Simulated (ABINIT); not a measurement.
# Si (I4_1/amd) in ABINIT: settings compared

Aim: see how the results for Si move with the level of theory and the settings. Levels: LDA, PBEsol, r2SCAN. Tasks: relaxation of cell and atoms.

All numbers are computed with ABINIT 10.8.3 (patched build); they aren't measurements. Logs are shortened: lines on timing, memory, paths and dates and some standing lists are left out, and cuts for length are marked. The log counts tension as positive stress, the text compression.

## (1) Starting point

It takes space group I4_1/amd (No. 141, tetragonal). Conventional cell: a = 4.743 Å, b = 4.743 Å, c = 2.659 Å, α = 90.00°, β = 90.00°, γ = 90.00°. Around Si (site symmetry -4m2) lie 6 Si at 2.46 to 2.66 Å.

This isn't the form of Si at room conditions, which is diamond.

## (2) Relaxation of cell and atoms, LDA

The input, run.abi:

```
pp_dirpath "./"
pseudos "Si.LDA_PW-JTH.xml"

acell 3*1.0 Angstrom
rprim
    -2.3713723045     2.3713723045     1.3292653899
     2.3713723045    -2.3713723045     1.3292653899
     2.3713723045     2.3713723045    -1.3292653899
ntypat 1
znucl 14
natom 2
typat 1 1
xred
     0.5000000000     0.5000000000     0.0000000000
     0.2500000000     0.7500000000     0.5000000000
chkprim 0
chksymtnons 0
tolsym 1.0e-6

ecut 408.170794 eV
pawecutdg 30.0

kptopt 1
ngkpt 11 11 11
nshiftk 1
shiftk 0.0 0.0 0.0

ixc 7

nband 8
occopt 3
tsmear 0.00183747

nstep 100
tolvrs 1.0e-9

iomode 3
prtwf 0
prtden 0
prteig 0
prtebands 0
enunit 1

ionmov 2
ntime 60
tolmxf 0.0005
optcell 2
dilatmx 1.08
ecutsm 0.5
```

Potentials or basis: JTH PAW LDA v2.0.

On the command line:

```bash
> abinit run.abi > log 2>&1
```

run.abo:

```text
.Version 10.8.3 of ABINIT
 Symmetries : space group I4_1/a m d (#141); Bravais tI (body-center tetrag.)
================================================================================
 Values of the parameters that define the memory need of the present run
     intxc =       0    ionmov =       2      iscf =      17    lmnmax =       8
     lnmax =       4     mgfft =      27  mpssoang =       2    mqgrid =    3001
     natom =       2  nloc_mem =       2    nspden =       1   nspinor =       1
    nsppol =       1      nsym =      16    n1xccc =       1    ntypat =       1
    occopt =       3   xclevel =       1
       mpw =         721          nfft =       19683          nkpt =         126
 PAW method is used; the additional fine FFT grid is defined by:
   mgfftf=        40    nfftf =     64000
================================================================================
================================================================================

--------------------------------------------------------------------------------
------------- Echo of variables that govern the present computation ------------
--------------------------------------------------------------------------------
 -outvars: echo values of preprocessed input variables --------
            acell      1.8897261259E+00  1.8897261259E+00  1.8897261259E+00 Bohr
              amu      2.80855000E+01
          chkprim           0
      chksymtnons           0
          dilatmx      1.08000000E+00
             ecut      1.50000000E+01 Hartree
           ecutsm      5.00000000E-01 Hartree
           enunit           1
           ionmov           2
                       outvar_i_n : Printing only first  50 k-points.
              ixc           7
                       outvar_i_n : Printing only first  50 k-points.
         kptrlatt       11    0    0      0   11    0      0    0   11
          kptrlen      5.52628458E+01
            natom           2
            nband           8
            ngfft          27      27      27
          ngfftdg          40      40      40
             nkpt         126
            nstep         100
             nsym          16
            ntime          60
           ntypat           1
                       prtocc : prtvol=0, do not print more k-points.
           occopt           3
          optcell           2
        pawecutdg      3.00000000E+01 Hartree
           prtden           0
        prtebands           0
           prteig           0
            prtwf           0
            rprim     -2.3713723045E+00  2.3713723045E+00  1.3292653899E+00
                       2.3713723045E+00 -2.3713723045E+00  1.3292653899E+00
                       2.3713723045E+00  2.3713723045E+00 -1.3292653899E+00
          spgroup         141
           tolmxf      5.00000000E-04
           tolsym      1.00000000E-06
           tolvrs      1.00000000E-09
           tsmear      1.83747000E-03 Hartree
            typat      1  1
           useylm           1
                       outvars : Printing only first  50 k-points.
           xangst      4.7677175149E-17 -8.8694727313E-18  1.3292653899E+00
                       2.3713723045E+00  1.0336428268E-16  6.6463269495E-01
            xcart      9.0096803489E-17 -1.6760874343E-17  2.5119475356E+00
                       4.4812441981E+00  1.9533018547E-16  1.2559737678E+00
             xred      5.0000000000E-01  5.0000000000E-01  8.1825410426E-18
                       2.5000000000E-01  7.5000000000E-01  5.0000000000E-01
            znucl       14.00000

================================================================================

 chkinp: Checking input parameters for consistency.

================================================================================
== DATASET  1 ==================================================================

--- !DatasetInfo
iteration_state: {dtset: 1, }
dimensions: {natom: 2, nkpt: 126, mband: 8, nsppol: 1, nspinor: 1, nspden: 1, mpw: 721, }
cutoff_energies: {ecut:  15.0, pawecutdg:  30.0, }
electrons: {nelect:   8.00000000E+00, charge:   0.00000000E+00, occopt:   3.00000000E+00, tsmear:   1.83747000E-03, }
meta: {optdriver: 0, ionmov: 2, optcell: 2, iscf: 17, paral_kgb: 0, }
...

 Exchange-correlation functional for the present dataset will be:
  LDA: Perdew-Wang 92 LSD fit to Ceperley-Alder data - ixc=7
  J.P.Perdew and Y.Wang, PRB 45, 13244 (1992)

 Real(R)+Recip(G) space primitive vectors, cartesian coordinates (Bohr,Bohr^-1):
 R(1)= -4.4812442  4.4812442  2.5119475  G(1)=  0.0000000  0.1115762  0.1990487
 R(2)=  4.4812442 -4.4812442  2.5119475  G(2)=  0.1115762  0.0000000  0.1990487
 R(3)=  4.4812442  4.4812442 -2.5119475  G(3)=  0.1115762  0.1115762  0.0000000
 Unit cell volume ucvol=  2.0177520E+02 bohr^3
 Angles (23,13,12)=  9.78034512E+01  9.78034512E+01  1.36756567E+02 degrees

 Coarse grid specifications (used for wave-functions):

 getcut: wavevector=  0.0000  0.0000  0.0000  ngfft=  27  27  27
         ecut(hartree)=     17.496   => boxcut(ratio)=   2.02835

 Fine grid specifications (used for densities):

 getcut: wavevector=  0.0000  0.0000  0.0000  ngfft=  40  40  40
         ecut(hartree)=     34.992   => boxcut(ratio)=   2.20537

 getcut : COMMENT -
  Note that boxcut > 2.2 ; recall that boxcut=Gcut(box)/Gcut(sphere) = 2
  is sufficient for exact treatment of convolution.
  Such a large boxcut is a waste : you could raise ecut
  e.g. ecut=   42.547338 Hartrees makes boxcut=2

--- Pseudopotential description ------------------------------------------------
- pspini: atom type   1  psp file is ./Si.LDA_PW-JTH.xml
 Pseudopotential format is: paw10
 basis_size (lnmax)=  4 (lmn_size=  8), orbitals=   0   0   1   1
 Spheres core radius: rc_sph= 1.90944987
 Shapefunction is BESSEL type: shapef(r,l)=aa(1,l)*jl(q(1,l)*r)+aa(2,l)*jl(q(2,l)*r)
 Radius for shape functions =  1.60149249
 Compensation charge density is not taken into account in XC energy/potential

   6.27238373E+01                                ecore*ucvol(ha*bohr**3)
--------------------------------------------------------------------------------

================================================================================

=== [ionmov= 2] Broyden-Fletcher-Goldfarb-Shanno method (forces)
================================================================================

--- Iteration: ( 1/60) Internal Cycle: (1/1)
--------------------------------------------------------------------------------

---SELF-CONSISTENT-FIELD CONVERGENCE--------------------------------------------
[... 2870 lines left out ...]
 Difference of energy with previous step (new-old):
           Absolute (Ha)=-4.08264E-07
           Relative     =-5.08788E-08

 At Broyd/MD step  30, gradients are converged :
  max grad (force/stress) = 3.6960E-04 < tolmxf= 5.0000E-04 ha/bohr (free atoms)

================================================================================

 ----iterations are completed or convergence reached----

 Mean square residual over all n,k,spin=   42.596E-10; max=  31.710E-07
 reduced coordinates (array xred) for    2 atoms
       0.500000000000      0.500000000000      0.000000000000
       0.250000000000      0.750000000000      0.500000000000
 rms dE/dt=  1.4055E-29; max dE/dt=  4.2894E-30; dE/dt below (all hartree)
    1       0.000000000000     -0.000000000000     -0.000000000000
    2      -0.000000000000     -0.000000000000     -0.000000000000

 cartesian coordinates (angstrom) at end:
    1     -0.00000000000000     0.00000000000000     1.28840030185498
    2      2.39737074023286     0.00000000000000     0.64420015092749

 cartesian forces (hartree/bohr) at end:
    1     -0.00000000000000    -0.00000000000000    -0.00000000000000
    2      0.00000000000000     0.00000000000000     0.00000000000000
 frms,max,avg= 1.6861606E-30 2.0106239E-30   0.000E+00  0.000E+00  0.000E+00 h/b

 cartesian forces (eV/Angstrom) at end:
    1     -0.00000000000000    -0.00000000000000    -0.00000000000000
    2      0.00000000000000     0.00000000000000     0.00000000000000
 frms,max,avg= 8.6705862E-29 1.0339044E-28   0.000E+00  0.000E+00  0.000E+00 e/A
 length scales=  6.853937474700  6.853937474700  6.853937474700 bohr
              =  3.626947514105  3.626947514105  3.626947514105 angstroms
 Fermi (or HOMO) energy (eV) =   8.83733   Average Vxc (eV)= -11.22970
 Eigenvalues (   eV  ) for nkpt= 126  k points:
 kpt#   1, nband=  8, wtk=  0.00075, kpt=  0.0000  0.0000  0.0000 (reduced coord)
  -5.13838    6.13310    6.13310    6.43154   10.28432   16.72839   17.57937   17.57937
 prteigrs : prtvol=0 or 1, do not print more k-points.

--- !EnergyTerms
iteration_state     : {dtset: 1, itime: 30, icycle: 1, }
comment             : Components of total free energy in Hartree
kinetic             :  3.10862276056170E+00
hartree             :  8.82483002177982E-02
xc                  : -4.83964020396551E+00
Ewald energy        : -9.85424706185159E+00
psp_core            :  3.13801350018832E-01
local_psp           : -5.21222141502750E-01
PAW spherical_terms :  3.68042247063952E+00
internal            : -8.02401452588201E+00
'-kT*entropy'       : -2.37816220552645E-04
total_energy        : -8.02425234210256E+00
total_energy_eV     : -2.18351029816170E+02
...

--- !EnergyTermsDC
iteration_state     : {dtset: 1, itime: 30, icycle: 1, }
comment             : '"Double-counting" decomposition of free energy'
band_energy         :  9.70112062889896E-01
Ewald energy        : -9.85424706185159E+00
psp_core            :  3.13801350018832E-01
xc_dc               : -1.38352583567807E+00
PAW spherical_terms :  1.92985523142671E+00
internal            : -8.02400425319423E+00
'-kT*entropy'       : -2.37816220552645E-04
total_energy_dc     : -8.02424206941478E+00
total_energy_dc_eV  : -2.18350750282096E+02
...

--- !EnergyTermsWithPAWCore
iteration_state     : {dtset: 1, itime: 30, icycle: 1, }
comment             : 'Components of total free energy, including PAW core contributions'
Total energy        : -5.78064975204275E+02
Total energy DC     : -5.78064964931587E+02
Total energy (eV)   : -1.57299493155570E+04
Total energy DC (eV): -1.57299490360229E+04
...

 Cartesian components of stress tensor (hartree/bohr^3)
  sigma(1 1)=  3.69597834E-06  sigma(3 2)=  0.00000000E+00
  sigma(2 2)=  3.69597834E-06  sigma(3 1)=  0.00000000E+00
  sigma(3 3)=  3.55440407E-06  sigma(2 1)=  0.00000000E+00

-Cartesian components of stress tensor (GPa)         [Pressure= -1.0735E-01 GPa]
- sigma(1 1)=  1.08739437E-01  sigma(3 2)=  0.00000000E+00
- sigma(2 2)=  1.08739437E-01  sigma(3 1)=  0.00000000E+00
- sigma(3 3)=  1.04574178E-01  sigma(2 1)=  0.00000000E+00

== END DATASET(S) ==============================================================
================================================================================

 -outvars: echo values of variables after computation  --------
            acell      6.8539374747E+00  6.8539374747E+00  6.8539374747E+00 Bohr
           etotal     -8.0242420694E+00
            fcart     -1.5508194796E-30 -2.0106238516E-30 -1.4428315634E-30
                       1.5508194796E-30  2.0106238516E-30  1.4428315634E-30
            rprim     -6.6098853951E-01  6.6098853951E-01  3.5522992733E-01
                       6.6098853951E-01 -6.6098853951E-01  3.5522992733E-01
                       6.6098853951E-01  6.6098853951E-01 -3.5522992733E-01
           strten      3.6959783433E-06  3.6959783433E-06  3.5544040716E-06
                       0.0000000000E+00  0.0000000000E+00  0.0000000000E+00
           xangst     -1.8422557469E-16  2.2345874364E-16  1.2884003019E+00
                       2.3973707402E+00  5.7192485818E-16  6.4420015093E-01
             xred      5.0000000000E-01  5.0000000000E-01  8.1825410426E-18
                       2.5000000000E-01  7.5000000000E-01  5.0000000000E-01
 Calculation completed.
```

It took 6.1 min on 1 thread of AMD EPYC 7R43 (Zen 3), shared host; peak memory 0.09 GiB.

Results:

| Item | Value |
| --- | --- |
| Free energy | -218.3508 eV |
| Relaxed volume | 14.81 Å³/atom |
| Relaxed cell | a = 3.627 Å, b = 3.627 Å, c = 3.627 Å, α = 97.25°, β = 97.25°, γ = 138.38° |
| Space group after relaxing (to 0.05 Å) | I4_1/amd (No. 141) |
| Energy gained by relaxing | 4.2 meV/atom |
| Ionic steps | 30 |
| Pressure after relaxing | -0.1 GPa |
| Band gap on the k mesh | none (metal or under the smearing width) |
| Valence electrons inside the program's atomic spheres | Si 1.53 (radii [1.0104] Å) |

Step by step:
| step | energy change (eV) | largest force (eV/Å) | pressure (GPa) | volume (Å³) |
| --- | --- | --- | --- | --- |
| 1 | 0.0000 | 0.0000 | -0.82 | 29.90 |
| 2 | -0.0005 | 0.0000 | -0.56 | 29.83 |
| 3 | -0.0016 | 0.0000 | 0.41 | 29.55 |
| 4 | -0.0020 | 0.0000 | 0.57 | 29.51 |
| 5 | 0.0169 | 0.0000 | 3.28 | 28.86 |
| 6 | -0.0032 | 0.0000 | 0.53 | 29.52 |
| 7 | -0.0055 | 0.0000 | 0.54 | 29.50 |
| 8 | 0.0014 | 0.0000 | 0.55 | 29.59 |
| 9 | 0.0582 | 0.0000 | 2.44 | 29.75 |
| 10 | -0.0018 | 0.0000 | 0.41 | 29.55 |
| 11 | -0.0048 | 0.0000 | 0.50 | 29.52 |
| 12 | 0.0009 | 0.0000 | 0.41 | 29.61 |
| 13 | 0.0380 | 0.0000 | 1.56 | 29.78 |
| 14 | -0.0024 | 0.0000 | 0.37 | 29.56 |
| 15 | -0.0070 | 0.0000 | 0.49 | 29.50 |
| 16 | 0.0084 | 0.0000 | 0.74 | 29.68 |
| 17 | 0.0776 | 0.0000 | 2.74 | 29.16 |
| 18 | 0.0017 | 0.0000 | 0.06 | 29.73 |
| 19 | -0.0003 | 0.0000 | -0.10 | 29.72 |
| 20 | 0.0498 | 0.0000 | 1.54 | 29.37 |
| 21 | -0.0019 | 0.0000 | -0.16 | 29.70 |
| 22 | -0.0030 | 0.0000 | -0.11 | 29.68 |
| 23 | 0.0025 | 0.0000 | 0.10 | 29.73 |
| 24 | 0.4907 | 0.0000 | 11.37 | 28.69 |
| 25 | 0.0005 | 0.0000 | -0.18 | 29.76 |
| 26 | -0.0009 | 0.0000 | -0.31 | 29.76 |
| 27 | -0.0082 | 0.0000 | -0.24 | 29.66 |
| 28 | -0.0031 | 0.0000 | 0.05 | 29.57 |
| 29 | -0.0083 | 0.0000 | -0.16 | 29.63 |
| 30 | -0.0083 | 0.0000 | -0.11 | 29.62 |

Final structure:
```
Si
1.0
    -2.39737    2.39737    1.28840
     2.39737   -2.39737    1.28840
     2.39737    2.39737   -1.28840
Si
2
Cartesian
  0.0000 0.0000 1.2884
  2.3974 0.0000 0.6442
```

Levels at points of the mesh, in eV from the Fermi level:
| k point | band 1 | band 2 | band 3 | band 4 | band 5 | band 6 | band 7 | band 8 |
| --- | --- | --- | --- | --- | --- | --- | --- | --- |
| (0.00, 0.00, 0.00) | -13.98 | -2.70 | -2.70 | -2.41 | 1.45 | 7.89 | 8.74 | 8.74 |

(Part 1 of 2 ends here.)
